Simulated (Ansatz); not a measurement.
# CoSi2 (Fm-3m) in Ansatz: a series of runs

One crystal, CoSi2, is run at these levels: PBE; tasks: single point.

Program: Ansatz 0.2.0. These are calculated values, not measurements. Logs are shortened: lines on timing, memory, paths and dates and some standing lists are left out, and cuts for length are marked.

## Step 1: The crystal as given

It takes space group Fm-3m (No. 225, cubic). The conventional cell has a = 5.356 Å, b = 5.356 Å, c = 5.356 Å, α = 90.00°, β = 90.00°, γ = 90.00°. Co (site symmetry m-3m) is surrounded by 8 Si at 2.32 Å. Around Si (site symmetry -43m) lie 4 Co at 2.32 Å.

## Step 2: Single point, PBE, collinear spin, program default start

Contents of input.yaml:

```yaml
crystal:
  lattice:
    - [0.0, 2.678, 2.678]
    - [2.678, 0.0, 2.678]
    - [2.678, 2.678, 0.0]
  atoms:
    - { symbol: Co, position: [0.0, 0.0, 0.0] }
    - { symbol: Si, position: [0.75, 0.75, 0.75] }
    - { symbol: Si, position: [0.25, 0.25, 0.25] }
hamiltonian:
  xc: pbe
  pseudopotentials: { kind: paw }
magnetization:
  spin_polarized: true
  initial_magnetization: 0.0
  spin_locking: { lock_magnetization: hard }
kpoints:
  mp_grid: { grid: [7, 7, 7] }
scf:
  occupations: { method: fermi_dirac, width: 0.05 }
  lower_state_search: "off"
output:
  forces: true
  stress: true
  eigenvalues: true
```

Potentials or basis: Ansatz PAW.

On the command line:

```bash
ansatz run input.yaml --threads 2 --pin off --max-ram 5632MiB --backend cpu --events-out ev --progress --plain --runs-dir out
```

The log of the run:

```text
Warning: output.stress: scf.convergence.dr2_threshold = 1e-7 eV (the SCF's general default) is looser than the 3e-10 eV advised for a printed stress (1e-10 eV for each atom of the cell: 3). What an SCF threshold leaves in a stress goes as its square root, and in the free energy as the threshold itself, and one threshold admits the most on a small cell: of the crystals measured, under no hybrid functional and no lock of the moments, on runs that ended without the residual-converged pass, on stresses that held no estimate of that error, the worst erred by over 100 MPa in a component at 1e-7 eV an atom and by under 5 at 1e-10. Set scf.convergence.dr2_threshold to 3e-10 eV or tighter. The threshold is an SCF's pass mark: one that does not reach it within its budget of iterations ends unconverged, or closes short of it on a stop that the run arms, and scf.convergence.dr2_threshold's page says what that costs each kind of run
Warning: RAYON_NUM_THREADS=2 ignored (pool sized by the plan → 2); use --threads N
Engine: ansatz 0.2.0, x86_64-unknown-linux-gnu
Pseudopotentials: kind: paw
Pseudopotential: Co, paw, valence charge 17, recommended cutoff 420 eV (normal), Co.paw.azcp
Pseudopotential: Si, paw, valence charge 4, recommended cutoff 420 eV (normal), Si.paw.azcp
Functional definition: PBE
  parameter kappa = 0.804
  parameter beta = 0.06672455060314922
  exchange = pbe_x(kappa = kappa, mu = beta*pi^2/3)
  correlation = pbe_c(beta = beta)
Crystal: 3 atoms, lattice volume = 38.412 Å³
Basis set: ecut = 420 eV, 749 PW (Γ), exchange–correlation on 54×54×54 points (8 copies of the dense FFT grid, shifted against one another)
Bands: 17, of which v1, the nominal top of the filled ones, is band 13 counted from 1 (12 counted from 0)
Symmetry: 48 space group operations
Space group: Fm-3m (ITA 225), of the structure as read, at distance tolerance 3.4e-5 Å
k-points: 20 of 343
Non-local potential: Co, projectors of the file, l = 0: 3, l = 1: 2, l = 2: 3, l = 3: 1
Non-local potential: Si, projectors of the file, l = 0: 2, l = 1: 2, l = 2: 2
PAW form: soft (Blöchl's): semilocal exchange-correlation on the pseudo side does not see the compensation charge
PAW one-centre angular grid: Co, 590 points (default); XC on 64 Gauss nodes
PAW one-centre angular grid: Si, 110 points (default); XC on 64 Gauss nodes
Initial density: superposition of atomic densities (chi_scale 0.1, normalization cell, long waves kept (reshape's long-wave potential 0.00 eV rms))
Initial wavefunctions: pseudopotential atomic-orbital guess
Functional: x = pbe(κ = 0.804, μ = 0.2195149727645171), c = pbe(β = 0.06672455060314922)
SCF iter   1: F=—  HF=-6400.509062 eV  |F-HF|=—  |Δ(HF+E_count)|=         —  Δρ=7.02e-2 (↑7.02e-2 ↓7.02e-2)  dr2=8.62e0  dr2_m=0.00e0  M=0.000 μB ∫|m|=0.000 μB  β_m=0.30  ethr=3.10e-3  ⟨swp⟩=5.8  Hψ=1721  notcnv=0
preconditioner: auto → none  [insulator: Δε(μ)=0.170 eV  Ē_g=8.767 eV  σ=0.050 eV  W_gap=0.51  n_scr=14 (ndim 8)  ℏωp=24.7 eV  f_vac=0.000  D(μ)=0.88/eV (n_scr^D=8)  ε∞_Penn≈8.9]
SCF iter   2: F=—  HF=-6401.588077 eV  |F-HF|=—  |Δ(HF+E_count)|=    1.08e0  Δρ=1.52e-1 (↑1.52e-1 ↓1.52e-1)  dr2=2.32e1  dr2_m=0.00e0  M=0.000 μB ∫|m|=0.000 μB  β_m=0.21  ethr=3.10e-3  ⟨swp⟩=3.0  Hψ=922  notcnv=0  defer=7  recentre
preconditioner: auto → Kerker (q_TF=auto, 2.540 Å⁻¹)  [metal: Δε(μ)=0.049 eV  Ē_g=8.114 eV  σ=0.050 eV  W_gap=0.23  n_scr=14 (ndim 8)  ℏωp=24.7 eV  f_vac=0.000  D(μ)=1.65/eV (n_scr^D=14)]
spin=Collinear: Kerker preconditioning applied to the charge; magnetization (m = ρ↑ − ρ↓) channel mixes plain (no charge-response kernel on spin).
SCF iter   3: F=—  HF=-6399.469194 eV  |F-HF|=—  |Δ(HF+E_count)|=    2.12e0  Δρ=1.98e-2 (↑1.98e-2 ↓1.98e-2)  dr2=8.02e-1  dr2_m=0.00e0  M=0.000 μB ∫|m|=0.000 μB  β_m=0.21  ethr=3.10e-3  ⟨swp⟩=2.9  Hψ=876  notcnv=0  defer=2
SCF iter   4: F=—  HF=-6399.219607 eV  |F-HF|=—  |Δ(HF+E_count)|=   2.50e-1  Δρ=1.18e-2 (↑1.18e-2 ↓1.18e-2)  dr2=1.46e-1  dr2_m=0.00e0  M=0.000 μB ∫|m|=0.000 μB  β_m=0.49  ethr=3.10e-3  ⟨swp⟩=2.0  Hψ=591  notcnv=0  defer=2
SCF iter   5: F=—  HF=-6399.189333 eV  |F-HF|=—  |Δ(HF+E_count)|=   3.03e-2  Δρ=4.36e-3 (↑4.36e-3 ↓4.36e-3)  dr2=3.02e-2  dr2_m=0.00e0  M=0.000 μB ∫|m|=0.000 μB  β_m=0.68  ethr=5.86e-4  ⟨swp⟩=3.0  Hψ=671  notcnv=0  defer=2
SCF iter   6: F=—  HF=-6399.188181 eV  |F-HF|=—  |Δ(HF+E_count)|=   1.15e-3  Δρ=3.06e-3 (↑3.06e-3 ↓3.06e-3)  dr2=1.18e-2  dr2_m=0.00e0  M=0.000 μB ∫|m|=0.000 μB  β_m=0.84  ethr=1.21e-4  ⟨swp⟩=2.0  Hψ=495  notcnv=0  defer=2
SCF iter   7: F=—  HF=-6399.187743 eV  |F-HF|=—  |Δ(HF+E_count)|=   4.38e-4  Δρ=6.17e-4 (↑6.17e-4 ↓6.17e-4)  dr2=4.26e-4  dr2_m=0.00e0  M=0.000 μB ∫|m|=0.000 μB  β_m=0.92  ethr=4.72e-5  ⟨swp⟩=1.1  Hψ=339  notcnv=0  defer=2
SCF iter   8: F=—  HF=-6399.187827 eV  |F-HF|=—  |Δ(HF+E_count)|=   8.43e-5  Δρ=1.75e-4 (↑1.75e-4 ↓1.75e-4)  dr2=4.55e-5  dr2_m=0.00e0  M=0.000 μB ∫|m|=0.000 μB  β_m=0.96  ethr=1.70e-6  ⟨swp⟩=2.1  Hψ=497  notcnv=0  defer=2
SCF iter   9: F=—  HF=-6399.187831 eV  |F-HF|=—  |Δ(HF+E_count)|=   3.91e-6  Δρ=3.66e-5 (↑3.66e-5 ↓3.66e-5)  dr2=2.05e-6  dr2_m=0.00e0  M=0.000 μB ∫|m|=0.000 μB  β_m=0.98  ethr=1.82e-7  ⟨swp⟩=1.9  Hψ=433  notcnv=0  defer=2
iter 10 met the thresholds in force, and the SCF goes on: an eigenvalue changes by 0.61 meV, over its tolerance of 0.50 meV (output.eigenvalues, Limitations)
SCF iter  10: F=-6399.187831 eV  HF=-6399.187831 eV  |F-HF|=5.21e-9  |Δ(HF+E_count)|=   2.13e-7  Δρ=4.34e-6 (↑4.34e-6 ↓4.34e-6)  dr2=2.57e-8  dr2_m=0.00e0  M=0.000 μB ∫|m|=0.000 μB  β_m=0.97  ethr=4.00e-10  ⟨swp⟩=3.8  Hψ=1392  notcnv=0
SCF iter  11: F=-6399.187831 eV  HF=-6399.187831 eV  |F-HF|=1.80e-10  |Δ(HF+E_count)|=   4.60e-9  Δρ=7.21e-7 (↑7.21e-7 ↓7.21e-7)  dr2=5.95e-10  dr2_m=0.00e0  M=0.000 μB ∫|m|=0.000 μB  ethr=1.03e-10  ⟨swp⟩=2.0  Hψ=1005  notcnv=0
SCF 1 converged in 11 iterations: F = -6399.187831 eV  dr2 = 5.95e-10
SCF converged after 11 iterations
Stability checked in part: among states of this total moment the steps that led to this state did not find it unstable. No probe was made; neither looks for a lower state of another moment (fixed_total_moment; see scf.lower_state_search)
an eigenvalue changed by more than its tolerance at an iteration that met the thresholds in force, so the SCF went on 1 time: the last check found none over its tolerance
Magnetization: 0.0000 μB (12.5000 up, 12.5000 down)
Absolute magnetization: 0.0000 μB (∫|ρ↑−ρ↓|)
Spin contamination: 0.0000 ħ² per cell (⟨S²⟩ above its minimum at these occupations)
Per-site moments (μB) at R_I (Å): [(0.0, 0.9566766129255746), (0.0, 0.9566766129255746), (0.0, 0.9566766129255748)]
Free energy (F): -6399.187831 eV
Harris-Foulkes:  -6399.187831 eV  (|F-HF|=1.80e-10)
Internal energy: -6399.179214 eV  (E = F + TS)
E sigma→0 (E₀):  -6399.183523 eV
Entropy (-TS):   -0.008618 eV (-2.873 meV/atom)
Fermi energy:    12.903825 (↑ 12.903825, ↓ 12.903825) eV
--- Per-component energies (eV) ---
  E_band       = -284.433020
  E_kinetic    = 547.515941
  E_local      = -4095.697890  (includes V_loc(G=0)·N_el)
  E_nonlocal   = 501.080666
  E_hartree    = 1781.865547
  E_xc         = -274.115937
  E_vxc        = -305.278539  (∫ρ·V_xc dr)
  E_paw        = -2541.341256  (= ΣΔE_a)
  E_vpaw       = -495.782769  (= ΣTr[D̂ρ^β])
  E_aug_tail   = 0.000153  (compensation charges beyond the density's cutoff)
  E_ewald      = -2318.486437
  E_smearing   = -0.008618  (= −TS)
  E_closure    = 0.000000  (closes the sum)
  Σ components = -6399.187831   (vs F -6399.187831, Δ=0.00e0)
--- Forces (eV/Å), atoms counted from 1 ---
  atom   1  Co    -0.00000000     0.00000000    -0.00000000
  atom   2  Si    -0.00000000     0.00000000    -0.00000000
  atom   3  Si     0.00000000     0.00000000    -0.00000000
  max |Σ_I F_I| component: 8.33e-17 eV/Å
--- Stress (GPa, compression-positive) ---
        0.368772       0.000000       0.000000
        0.000000       0.368772       0.000000
        0.000000      -0.000000       0.368772
  P = ⅓ Tr σ = 0.3688 GPa (3.688 kbar)
--- Band table (eV; the first three rows and the last of 40) ---
  k-point 0 ↑: bands = ["-81.8890", "-45.2032", "-45.2032", "-45.2032", "-0.2542", "8.7924", "8.7924", "8.7924", "10.9666", "10.9666", "13.6433", "16.3080", "16.3080", "16.3080", "16.3110", "16.3110", "16.3110"]
  k-point 1 ↑: bands = ["-81.8890", "-45.2037", "-45.2033", "-45.2033", "0.0553", "8.0674", "8.8989", "8.8989", "10.8853", "10.8853", "13.3547", "14.5840", "15.0356", "15.0356", "17.3030", "17.3030", "18.0481"]
  k-point 2 ↑: bands = ["-81.8891", "-45.2047", "-45.2035", "-45.2035", "0.9654", "6.3739", "9.1312", "9.1312", "10.8363", "10.8363", "11.6553", "13.7498", "13.7498", "15.3223", "16.6590", "16.6590", "17.3537"]
  k-point 19 ↓: bands = ["-81.8890", "-45.2050", "-45.2048", "-45.2040", "4.5328", "4.6025", "6.6485", "7.7664", "10.3072", "10.5609", "11.0707", "11.5120", "12.1739", "15.6659", "17.2225", "18.7286", "20.1823"]
```

Wall time 1.1 s (2 threads of Intel Xeon Platinum 8375C at 2.90GHz (Ice Lake), shared host); peak memory 0.33 GiB.

What came out:

```
Free energy     : -6399.1878 eV
Pressure        : 0.4 GPa
Net moment      : 0.00 μB per cell
Absolute moment : 0.00 μB per cell
```

Caveat: the total moment is fixed, so each spin has its own Fermi level; the thresholds are loose for stress.

## Step 3: Single point, PBE, collinear spin, ferromagnetic start

Changes to input.yaml since step 2:

```diff
@@ -6,3 +6,3 @@
   atoms:
-    - { symbol: Co, position: [0.0, 0.0, 0.0] }
+    - { symbol: Co, position: [0.0, 0.0, 0.0], spin: 0.5 }
     - { symbol: Si, position: [0.75, 0.75, 0.75] }
@@ -14,3 +14,3 @@
   spin_polarized: true
-  initial_magnetization: 0.0
+  initial_magnetization: 0.5
   spin_locking: { lock_magnetization: hard }
```

Potentials or basis: Ansatz PAW.

On the command line:

```bash
ansatz run input.yaml --threads 2 --pin off --max-ram 5632MiB --backend cpu --events-out ev --progress --plain --runs-dir out
```

It took 1.3 s on 2 threads of Intel Xeon Platinum 8375C at 2.90GHz (Ice Lake), shared host; peak memory 0.35 GiB.

It converged, with:

```yaml
Free_energy: -6399.0730 eV
Pressure: 1.2 GPa
Net_moment: 0.50 μB per cell
Absolute_moment: 0.50 μB per cell
Site_moments: Co +0.28; Si +0.04 μB
```

Caveat: the total moment is fixed, so each spin has its own Fermi level; the thresholds are loose for stress.

## Step 4: Single point, PBE, collinear spin, ferromagnetic start

Changes to input.yaml since step 3:

```diff
@@ -6,3 +6,3 @@
   atoms:
-    - { symbol: Co, position: [0.0, 0.0, 0.0], spin: 0.5 }
+    - { symbol: Co, position: [0.0, 0.0, 0.0], spin: 1.0 }
     - { symbol: Si, position: [0.75, 0.75, 0.75] }
@@ -14,3 +14,3 @@
   spin_polarized: true
-  initial_magnetization: 0.5
+  initial_magnetization: 1.0
   spin_locking: { lock_magnetization: hard }
@@ -25 +25,5 @@
   eigenvalues: true
+  write_density: true
+  write_potential: true
+  elf: true
+  volumetric_format: npy
```

On the command line:

```bash
ansatz run input.yaml --threads 2 --pin off --max-ram 5632MiB --backend cpu --events-out ev --progress --plain --runs-dir out
```

Run time: 1.9 s. Hardware: 2 threads of Intel Xeon Platinum 8375C at 2.90GHz (Ice Lake), shared host; peak memory 0.37 GiB.

It converged, with:

```
Free energy     : -6398.7227 eV
Pressure        : 4.8 GPa
Net moment      : 1.00 μB per cell
Absolute moment : 1.00 μB per cell
Site moments    : Co +0.57; Si +0.09 μB
```

Caveat: the total moment is fixed, so each spin has its own Fermi level; the thresholds are loose for stress.

## Step 5: Single point, PBE, collinear spin, ferromagnetic start

Changes to input.yaml since step 4:

```diff
@@ -6,3 +6,3 @@
   atoms:
-    - { symbol: Co, position: [0.0, 0.0, 0.0], spin: 1.0 }
+    - { symbol: Co, position: [0.0, 0.0, 0.0], spin: 1.5 }
     - { symbol: Si, position: [0.75, 0.75, 0.75] }
@@ -14,3 +14,3 @@
   spin_polarized: true
-  initial_magnetization: 1.0
+  initial_magnetization: 1.5
   spin_locking: { lock_magnetization: hard }
@@ -25,5 +25 @@
   eigenvalues: true
-  write_density: true
-  write_potential: true
-  elf: true
-  volumetric_format: npy
```

Potentials or basis: Ansatz PAW.

On the command line:

```bash
ansatz run input.yaml --threads 2 --pin off --max-ram 5632MiB --backend cpu --events-out ev --progress --plain --runs-dir out
```

The log of the run:

```text
Warning: output.stress: scf.convergence.dr2_threshold = 1e-7 eV (the SCF's general default) is looser than the 3e-10 eV advised for a printed stress (1e-10 eV for each atom of the cell: 3). What an SCF threshold leaves in a stress goes as its square root, and in the free energy as the threshold itself, and one threshold admits the most on a small cell: of the crystals measured, under no hybrid functional and no lock of the moments, on runs that ended without the residual-converged pass, on stresses that held no estimate of that error, the worst erred by over 100 MPa in a component at 1e-7 eV an atom and by under 5 at 1e-10. Set scf.convergence.dr2_threshold to 3e-10 eV or tighter. The threshold is an SCF's pass mark: one that does not reach it within its budget of iterations ends unconverged, or closes short of it on a stop that the run arms, and scf.convergence.dr2_threshold's page says what that costs each kind of run
Warning: RAYON_NUM_THREADS=2 ignored (pool sized by the plan → 2); use --threads N
Engine: ansatz 0.2.0, x86_64-unknown-linux-gnu
Pseudopotentials: kind: paw
Pseudopotential: Co, paw, valence charge 17, recommended cutoff 420 eV (normal), Co.paw.azcp
Pseudopotential: Si, paw, valence charge 4, recommended cutoff 420 eV (normal), Si.paw.azcp
Functional definition: PBE
  parameter kappa = 0.804
  parameter beta = 0.06672455060314922
  exchange = pbe_x(kappa = kappa, mu = beta*pi^2/3)
  correlation = pbe_c(beta = beta)
Crystal: 3 atoms, lattice volume = 38.412 Å³
Basis set: ecut = 420 eV, 749 PW (Γ), exchange–correlation on 54×54×54 points (8 copies of the dense FFT grid, shifted against one another)
Bands: 18, of which v1, the nominal top of the filled ones, is band 13 counted from 1 (12 counted from 0)
Symmetry: 48 space group operations
Space group: Fm-3m (ITA 225), of the structure as read, at distance tolerance 3.4e-5 Å
Magnetic group: BNS 225.116 (UNI 1618), of the structure as read, at distance tolerance 3.4e-5 Å
k-points: 20 of 343
Non-local potential: Co, projectors of the file, l = 0: 3, l = 1: 2, l = 2: 3, l = 3: 1
[... 35 lines left out ...]
--- Per-component energies (eV) ---
  E_band       = -285.439214
  E_kinetic    = 547.453738
  E_local      = -4094.993206  (includes V_loc(G=0)·N_el)
  E_nonlocal   = 503.967557
  E_hartree    = 1780.040481
  E_xc         = -274.309353
  E_vxc        = -305.423940  (∫ρ·V_xc dr)
  E_paw        = -2541.830226  (= ΣΔE_a)
  E_vpaw       = -496.527783  (= ΣTr[D̂ρ^β])
  E_aug_tail   = 0.000158  (compensation charges beyond the density's cutoff)
  E_ewald      = -2318.486437
  E_smearing   = -0.021900  (= −TS)
  E_closure    = -0.000000  (closes the sum)
  Σ components = -6398.179189   (vs F -6398.179189, Δ=0.00e0)
--- Forces (eV/Å), atoms counted from 1 ---
  atom   1  Co    -0.00000000     0.00000000    -0.00000000
  atom   2  Si    -0.00000000    -0.00000000     0.00000000
  atom   3  Si    -0.00000000     0.00000000     0.00000000
  max |Σ_I F_I| component: 6.48e-17 eV/Å
--- Stress (GPa, compression-positive) ---
       10.017521       0.000000      -0.000000
       -0.000000      10.017521       0.000000
       -0.000000      -0.000000      10.017521
  P = ⅓ Tr σ = 10.0175 GPa (100.175 kbar)
--- Band table (eV; the first three rows and the last of 40) ---
  k-point 0 ↑: bands = ["-82.4976", "-45.8045", "-45.8045", "-45.8045", "-0.3996", "8.4570", "8.4570", "8.4570", "10.4522", "10.4522", "13.5345", "15.9782", "15.9782", "15.9782", "16.1068", "16.1068", "16.1068", "18.4389"]
  k-point 1 ↑: bands = ["-82.4976", "-45.8050", "-45.8046", "-45.8046", "-0.0901", "7.7957", "8.5618", "8.5618", "10.3843", "10.3843", "13.0186", "14.4513", "14.7579", "14.7579", "17.0492", "17.0492", "17.9238", "18.0691"]
  k-point 2 ↑: bands = ["-82.4976", "-45.8060", "-45.8048", "-45.8048", "0.8198", "6.1872", "8.7857", "8.7857", "10.3565", "10.3565", "11.2489", "13.4949", "13.4949", "15.1715", "16.3793", "16.3793", "17.1854", "19.8978"]
  k-point 19 ↓: bands = ["-81.5190", "-44.8507", "-44.8505", "-44.8498", "4.7158", "4.7891", "6.8128", "7.9426", "10.5411", "10.8216", "11.3452", "11.8054", "12.4638", "15.9137", "17.4490", "18.9019", "20.3517", "21.6647"]
```

It took 1.4 s on 2 threads of Intel Xeon Platinum 8375C at 2.90GHz (Ice Lake), shared host; peak memory 0.33 GiB.

What came out:

* Free energy: -6398.1792 eV
* Pressure: 10.0 GPa
* Net moment: 1.50 μB per cell
* Absolute moment: 1.50 μB per cell
* Site moments: Co +0.87; Si +0.13 μB

Caveat: the total moment is fixed, so each spin has its own Fermi level; the thresholds are loose for stress.

## Step 6: Overview

```csv
spin,fixed moment (μB),pressure (GPa),moment (μB)
"collinear, program default start",0.0,0.4,0.00
"collinear, ferromagnetic start",0.5,1.2,0.50
"collinear, ferromagnetic start",1.0,4.8,1.00
"collinear, ferromagnetic start",1.5,10.0,1.50
```

Alike in all rows: task single point; level PBE; potentials or basis Ansatz PAW; cell as given; k mesh 7 × 7 × 7; cutoff (eV) 420; smearing fermi-dirac 0.05 eV.

Caveats: the total moment is fixed, so each spin has its own Fermi level; the thresholds are loose for stress.

Absolute energies hang on the potentials; compare differences alone.
